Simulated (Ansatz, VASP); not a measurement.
# TaN: VASP beside Ansatz

```xyz
4
Lattice="3.0480 0.0000 0.0000 -1.5240 2.6396 0.0000 0.0000 0.0000 4.9180" Properties=species:S:1:pos:R:3 pbc="T T T"
Ta    0.0000    0.0000    0.0000
Ta    0.0000    0.0000    2.4590
N     0.0000    1.7598    1.2295
N     1.5240    0.8799    3.6885
```

Alike in both runs: task single point; functional LDA; k mesh 7 × 7 × 4; occupations gaussian, width 0.05 eV; collinear spin; Hubbard terms Ta d U = 1.0 eV.

|  | VASP | Ansatz |
| --- | --- | --- |
| version | VASP 6.6.1 | Ansatz 0.2.0 |
| potentials or method | VASP PAW LDA potentials, release 64 (Ta_pv, N) | scalar-relativistic, plane waves, PAW |
| plane-wave cutoff (eV) | 520 | 420 |
| valence electrons in the cell | 32 | 36 |

```tsv
	VASP	Ansatz	Ansatz less VASP
gap on the k mesh at the Fermi level (eV)	none	none	-
net moment per atom (μB)	0.00	0.00	0.000
```

The programs project onto different local orbitals, so the same U acts differently. A gap of «none» marks a metal or a gap that the smearing closes. The two sets of potentials don't hold the same shells in valence. Ansatz warned: «filled_band_counts_differ_across_k_points».

 Spin-orbit coupling is left out, which matters for the levels of Ta. The state reached can hang on the start; a lower one may exist.
